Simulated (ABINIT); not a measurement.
# Sn (Im-3m) in ABINIT: settings compared

The runs below take Sn through optical spectrum, with LDA, PBEsol.

All numbers are computed with ABINIT 10.8.3 (patched build); they aren't measurements. Logs are shortened: lines on timing, memory, paths and dates and some standing lists are left out, and cuts for length are marked. The log counts tension as positive stress, the text compression.

## 1. The undisturbed crystal

It takes space group Im-3m (No. 229, cubic). Conventional cell: a = 3.789 Å, b = 3.789 Å, c = 3.789 Å, α = 90.00°, β = 90.00°, γ = 90.00°. Around Sn (site symmetry m-3m) lie 8 Sn at 3.28 Å.

This isn't the form of Sn at room conditions, which is tetragonal (white tin).

## 2. Optical spectrum, LDA (cell relaxed at zero pressure by an earlier run)

File run.abi:

```
# Datasets
ndtset 3

# Pseudopotentials
pp_dirpath "./"
pseudos "Sn.upf"

# Structure
acell 3*1.0
rprim
    -3.5067059234     3.5067059234     3.5067059234
     3.5067059234    -3.5067059234     3.5067059234
     3.5067059234     3.5067059234    -3.5067059234
ntypat 1
znucl 50
natom 1
typat 1
chkprim 0
chksymtnons 0
tolsym 1.0e-6
xred
            0.0            0.0            0.0

# Plane-wave basis
ecut 36.0
ecutsm 0.5

# k points
ngkpt 12 12 12
nshiftk 2
shiftk
     0.2500000000     0.2500000000     0.2500000000
    -0.2500000000    -0.2500000000    -0.2500000000
istwfk *1

# Exchange and correlation
ixc 7

# Bands and occupations
occopt 4
tsmear 0.00367493

# SCF cycle
nstep 80

# Output
iomode 3
prteig 0
prtebands 0

# Dataset 1: ground state
nband1 11
tolvrs1 1.0e-12
prtden1 1
prtwf1 0
kptopt1 1

# Dataset 2: empty bands at fixed density
iscf2 -3
getden2 1
nband2 23
nbdbuf2 4
tolwfr2 1.0e-12
nstep2 120
prtden2 0
kptopt2 1

# Dataset 3: wave functions and velocity matrix elements in the full zone
optdriver3 8
wfk_task3 "wfk_optics_fullbz"
getwfk3 2
nband3 19
kptopt3 1
prtevk3 1
inclvkb3 2
```

File optic.abi:

```
&FILES
 ddkfile_1 = 'runo_DS3_1_EVK.nc',
 ddkfile_2 = 'runo_DS3_2_EVK.nc',
 ddkfile_3 = 'runo_DS3_3_EVK.nc',
 wfkfile = 'runo_DS3_WFK.nc'
/
&PARAMETERS
 broadening = 0.007350,
 domega = 0.002,
 maxomega = 0.8,
 scissor = 0.000000,
 tolerance = 0.002
/
&COMPUTATIONS
 num_lin_comp = 1,
 lin_comp = 11,
 num_nonlin_comp = 0
/
```

Potentials or basis: PseudoDojo NC SR LDA v0.4.1 standard.

Command:

```
abinit run.abi > log 2>&1
optic optic.abi > optic.log 2>&1
```

run.abo:

```text
.Version 10.8.3 of ABINIT
 DATASET    1 : space group Im -3 m (#229); Bravais cI (body-center cubic)
================================================================================
 Values of the parameters that define the memory need for DATASET  1.
     intxc =       0    ionmov =       0      iscf =       7    lmnmax =       6
     lnmax =       6     mgfft =      36  mpssoang =       3    mqgrid =    3001
     natom =       1  nloc_mem =       1    nspden =       1   nspinor =       1
    nsppol =       1      nsym =      48    n1xccc =    2501    ntypat =       1
    occopt =       4   xclevel =       1
       mpw =        1797          nfft =       46656          nkpt =         112
================================================================================
================================================================================
[... 13 lines left out ...]
 DATASET    3 : space group Im -3 m (#229); Bravais cI (body-center cubic)
================================================================================
 Values of the parameters that define the memory need for DATASET  3.
     intxc =       0    ionmov =       0      iscf =       7    lmnmax =       6
     lnmax =       6     mgfft =      36  mpssoang =       3    mqgrid =    3001
     natom =       1  nloc_mem =       1    nspden =       1   nspinor =       1
    nsppol =       1      nsym =      48    n1xccc =    2501    ntypat =       1
    occopt =       4   xclevel =       1
       mpw =        1797          nfft =       46656          nkpt =         112
================================================================================
================================================================================

--------------------------------------------------------------------------------
------------- Echo of variables that govern the present computation ------------
--------------------------------------------------------------------------------
 -outvars: echo values of preprocessed input variables --------
            acell      1.0000000000E+00  1.0000000000E+00  1.0000000000E+00 Bohr
              amu      1.18710000E+02
          chkprim           0
      chksymtnons           0
             ecut      3.60000000E+01 Hartree
           ecutsm      5.00000000E-01 Hartree
           getden1          0
           getden2          1
           getden3          0
           getwfk1          0
           getwfk2          0
           getwfk3          2
             iscf1          7
             iscf2         -3
             iscf3          7
              ixc           7
           jdtset        1    2    3
                       outvar_i_n : Printing only first  50 k-points.
         kptrlatt       12    0   12      0   12   12    -12  -12    0
          kptrlen      8.41609422E+01
            natom           1
            nband1         11
            nband2         23
            nband3         19
           nbdbuf1          0
           nbdbuf2          4
           nbdbuf3          0
           ndtset           3
            ngfft          36      36      36
             nkpt         112
            nstep1         80
            nstep2        120
            nstep3         80
             nsym          48
           ntypat           1
                       prtocc : prtvol=0, do not print more k-points.
                       prtocc : prtvol=0, do not print more k-points.
                       prtocc : prtvol=0, do not print more k-points.
           occopt           4
        optdriver1          0
        optdriver2          0
        optdriver3          8
           prtden1          1
           prtden2          0
           prtden3          1
        prtebands           0
           prteig           0
           prtevk1          0
           prtevk2          0
           prtevk3          1
            prtwf1          0
            prtwf2          1
            prtwf3          1
            rprim     -3.5067059234E+00  3.5067059234E+00  3.5067059234E+00
                       3.5067059234E+00 -3.5067059234E+00  3.5067059234E+00
                       3.5067059234E+00  3.5067059234E+00 -3.5067059234E+00
           shiftk      5.00000000E-01  5.00000000E-01 -5.00000000E-01
          spgroup         229
           tolsym      1.00000000E-06
           tolvrs1     1.00000000E-12
           tolvrs2     0.00000000E+00
           tolvrs3     0.00000000E+00
           tolwfr1     0.00000000E+00
           tolwfr2     1.00000000E-12
           tolwfr3     0.00000000E+00
           tsmear      3.67493000E-03 Hartree
            typat      1
         wfk_task1          0
         wfk_task2          0
         wfk_task3          7
                       outvars : Printing only first  50 k-points.
            znucl       50.00000

================================================================================

 chkinp: Checking input parameters for consistency, jdtset=   1.

[... 152 lines left out ...]

================================================================================
== DATASET  2 ==================================================================

--- !DatasetInfo
iteration_state: {dtset: 2, }
dimensions: {natom: 1, nkpt: 112, mband: 23, nsppol: 1, nspinor: 1, nspden: 1, mpw: 1797, }
cutoff_energies: {ecut:  36.0, pawecutdg:  -1.0, }
electrons: {nelect:   1.40000000E+01, charge:   0.00000000E+00, occopt:   4.00000000E+00, tsmear:   3.67493000E-03, }
meta: {optdriver: 0, ionmov: 0, optcell: 0, iscf: -3, paral_kgb: 0, }
...

 mkfilename : getden/=0, take file _DEN from output of DATASET   1.

 Exchange-correlation functional for the present dataset will be:
  LDA: Perdew-Wang 92 LSD fit to Ceperley-Alder data - ixc=7
  J.P.Perdew and Y.Wang, PRB 45, 13244 (1992)

 Real(R)+Recip(G) space primitive vectors, cartesian coordinates (Bohr,Bohr^-1):
 R(1)= -3.5067059  3.5067059  3.5067059  G(1)=  0.0000000  0.1425840  0.1425840
 R(2)=  3.5067059 -3.5067059  3.5067059  G(2)=  0.1425840  0.0000000  0.1425840
 R(3)=  3.5067059  3.5067059 -3.5067059  G(3)=  0.1425840  0.1425840  0.0000000
 Unit cell volume ucvol=  1.7248766E+02 bohr^3
 Angles (23,13,12)=  1.09471221E+02  1.09471221E+02  1.09471221E+02 degrees

 getcut: wavevector=  0.0000  0.0000  0.0000  ngfft=  36  36  36
         ecut(hartree)=     36.000   => boxcut(ratio)=   2.19445
--------------------------------------------------------------------------------

================================================================================

--- !BeginCycle
iteration_state: {dtset: 2, }
solver: {iscf: -3, nstep: 120, nline: 4, wfoptalg: 0, }
tolerances: {tolwfr: 1.00E-12, }
...

     iter   Etot(hartree)      deltaE(h)  residm     vres2
 Non-SCF case, kpt    1 ( -0.02083 -0.02083  0.06250), residuals and eigenvalues=
  9.26E-14  1.28E-13  1.21E-13  5.63E-13  3.18E-13  2.80E-13  9.06E-13  2.37E-13
  3.44E-13  3.53E-13  5.32E-13  9.46E-13  2.44E-13  5.78E-13  3.25E-13  4.89E-13
  6.94E-13  2.92E-13  4.62E-13  9.01E-13  1.39E-12  6.22E-09  1.60E-06
 -5.4570E-01 -5.4570E-01 -5.4540E-01 -5.3951E-01 -5.3951E-01 -1.7906E-01
  5.3168E-01  5.4696E-01  5.4696E-01  6.8267E-01  6.8267E-01  7.1466E-01
  7.4513E-01  7.4761E-01  7.4761E-01  8.0205E-01  8.0205E-01  8.4885E-01
  1.3664E+00  1.3664E+00  1.3672E+00  1.5502E+00  1.5502E+00
 prteigrs : prtvol=0 or 1, do not print more k-points.

--- !ResultsGS
iteration_state: {dtset: 2, }
comment   : Summary of ground state results
lattice_vectors:
- [ -3.5067059,   3.5067059,   3.5067059, ]
- [  3.5067059,  -3.5067059,   3.5067059, ]
- [  3.5067059,   3.5067059,  -3.5067059, ]
lattice_lengths: [   6.07379,    6.07379,    6.07379, ]
lattice_angles: [109.471, 109.471, 109.471, ] # degrees, (23, 13, 12)
lattice_volume:   1.7248766E+02
convergence: {deltae:  0.000E+00, res2:  0.000E+00, residm:  9.998E-13, diffor:  0.000E+00, }
etotal    :  -7.85774993E+01
entropy   :   0.00000000E+00
fermie    :   2.43228812E-01
cartesian_stress_tensor: null
pressure_GPa: null
xred      :
- [  0.0000E+00,   0.0000E+00,   0.0000E+00, Sn]
cartesian_forces: null
force_length_stats: {min: null, max: null, mean: null, }
...

 Integrated electronic density in atomic spheres:
 ------------------------------------------------
 Atom  Sphere_radius  Integrated_density
    1        2.00000         10.58559566
================================================================================

 ----iterations are completed or convergence reached----

 Mean square residual over all n,k,spin=   46.407E-14; max=  99.983E-14
 reduced coordinates (array xred) for    1 atoms
       0.000000000000      0.000000000000      0.000000000000

 cartesian coordinates (angstrom) at end:
    1      0.00000000000000     0.00000000000000     0.00000000000000
 length scales=  1.000000000000  1.000000000000  1.000000000000 bohr
              =  0.529177210544  0.529177210544  0.529177210544 angstroms
 Eigenvalues (hartree) for nkpt= 112  k points:
 kpt#   1, nband= 23, wtk=  0.00231, kpt= -0.0208 -0.0208  0.0625 (reduced coord)
  -0.54570   -0.54570   -0.54540   -0.53951   -0.53951   -0.17906    0.53168    0.54696
   0.54696    0.68267    0.68267    0.71466    0.74513    0.74761    0.74761    0.80205
   0.80205    0.84885    1.36639    1.36639    1.36717    1.55018    1.55018
      occupation numbers for kpt#   1
   2.00000    2.00000    2.00000    2.00000    2.00000    2.00000    0.00000    0.00000
   0.00000    0.00000    0.00000    0.00000    0.00000    0.00000    0.00000    0.00000
   0.00000    0.00000    0.00000    0.00000    0.00000    0.00000    0.00000
 prteigrs : prtvol=0 or 1, do not print more k-points.

--- !EnergyTerms
iteration_state     : {dtset: 2, }
comment             : Components of total free energy in Hartree
kinetic             :  4.67961961027873E+01
hartree             :  1.60825867448340E+01
xc                  : -2.17122929308337E+01
Ewald energy        : -5.08518372858125E+01
psp_core            :  2.63630941765748E+00
local_psp           : -4.93181920107717E+01
non_local_psp       : -2.22102848726770E+01
internal            : -7.85775148348160E+01
'-kT*entropy'       :  1.54309327428883E-05
total_energy        : -7.85774994038833E+01
...

--- !EnergyTermsDC
iteration_state     : {dtset: 2, }
comment             : '"Double-counting" decomposition of free energy'
band_energy         : -5.13691395689197E+00
Ewald energy        : -5.08518372858125E+01
psp_core            :  2.63630941765748E+00
xc_dc               : -2.52250728914981E+01
internal            : -7.85775147165451E+01
'-kT*entropy'       :  1.54309327428883E-05
total_energy_dc     : -7.85774992856123E+01
...

================================================================================
== DATASET  3 ==================================================================

--- !DatasetInfo
iteration_state: {dtset: 3, }
dimensions: {natom: 1, nkpt: 112, mband: 19, nsppol: 1, nspinor: 1, nspden: 1, mpw: 1797, }
cutoff_energies: {ecut:  36.0, pawecutdg:  -1.0, }
electrons: {nelect:   1.40000000E+01, charge:   0.00000000E+00, occopt:   4.00000000E+00, tsmear:   3.67493000E-03, }
meta: {optdriver: 8, wfk_task: 7, }
...

 mkfilename : getwfk/=0, take file _WFK from output of DATASET   2.

 Exchange-correlation functional for the present dataset will be:
  LDA: Perdew-Wang 92 LSD fit to Ceperley-Alder data - ixc=7
  J.P.Perdew and Y.Wang, PRB 45, 13244 (1992)

--------------------------------------------------------------------------------

 Computation of velocity matrix elements (DDK)

 Parameters extracted from the Abinit header:
    ecut:     36.0
    nkpt:    3456
    mband:   23
    nsppol:  1
    nspinor: 1
    useylm:  0
    inclvkb: 2
    bmin: 1, bmax: 23
    Computing diagonal and off-diagonal matrix elements
    Between band index bmin: 1, bmax: 23

== END DATASET(S) ==============================================================
================================================================================

 -outvars: echo values of variables after computation  --------
            acell      1.0000000000E+00  1.0000000000E+00  1.0000000000E+00 Bohr
           etotal1    -7.8577499286E+01
           etotal2    -7.8577499286E+01
           etotal3     0.0000000000E+00
            fcart1     0.0000000000E+00  0.0000000000E+00  0.0000000000E+00
            fcart3     0.0000000000E+00  0.0000000000E+00  0.0000000000E+00
            rprim     -3.5067059234E+00  3.5067059234E+00  3.5067059234E+00
                       3.5067059234E+00 -3.5067059234E+00  3.5067059234E+00
                       3.5067059234E+00  3.5067059234E+00 -3.5067059234E+00
           strten1     1.1272940360E-05  1.1272940360E-05  1.1272940360E-05
                       0.0000000000E+00  0.0000000000E+00  0.0000000000E+00
           strten3     0.0000000000E+00  0.0000000000E+00  0.0000000000E+00
                       0.0000000000E+00  0.0000000000E+00  0.0000000000E+00
 Calculation completed.
```

Run time: 8.7 min. Hardware: 1 thread of AMD EPYC, shared host; peak memory 2.5 GiB.

What came out:

```yaml
Free_energy: -2138.2027 eV
Pressure: -0.3 GPa
```

Dielectric function (mean over the directions given):
| energy (eV) | real part | imaginary part |
| --- | --- | --- |
| 0.33 | 38.49 | 7.58 |
| 0.76 | 21.07 | 32.32 |
| 1.31 | 7.76 | 23.08 |
| 1.74 | 3.00 | 19.14 |
| 2.29 | -4.27 | 16.97 |
| 2.83 | -8.47 | 5.23 |
| 3.27 | -3.44 | 3.18 |
| 3.81 | -2.26 | 3.83 |
| 4.25 | -2.16 | 2.03 |
| 4.79 | -0.70 | 2.70 |
| 5.33 | -1.31 | 2.26 |
| 5.77 | -1.36 | 1.35 |
| 6.31 | -0.79 | 1.09 |
| 6.75 | -0.44 | 0.90 |
| 7.29 | -0.37 | 1.22 |
| 7.84 | -0.24 | 0.56 |
| 8.27 | -0.07 | 0.68 |
| 8.82 | 0.08 | 0.41 |
| 9.36 | 0.22 | 0.39 |
| 9.80 | 0.39 | 0.40 |
| 10.34 | 0.41 | 0.43 |
| 10.78 | 0.37 | 0.29 |
| 11.32 | 0.52 | 0.21 |
| 11.86 | 0.57 | 0.23 |
| 12.30 | 0.62 | 0.21 |
| 12.84 | 0.67 | 0.14 |
| 13.28 | 0.74 | 0.13 |
| 13.82 | 0.78 | 0.15 |
| 14.37 | 0.81 | 0.10 |
| 14.80 | 0.87 | 0.09 |
| 15.35 | 0.92 | 0.09 |
| 15.89 | 0.92 | 0.09 |
| 16.33 | 0.97 | 0.06 |
| 16.87 | 1.04 | 0.07 |
| 17.31 | 1.05 | 0.11 |
| 17.85 | 1.06 | 0.07 |
| 18.39 | 1.12 | 0.06 |
| 18.83 | 1.17 | 0.08 |
| 19.38 | 1.19 | 0.07 |
| 19.92 | 1.26 | 0.06 |

Caveat: the intraband (Drude) term is left out; spectra need much finer meshes, so this one isn't converged; independent-particle spectra lack excitons.

(Continued in part 2 of 2.)
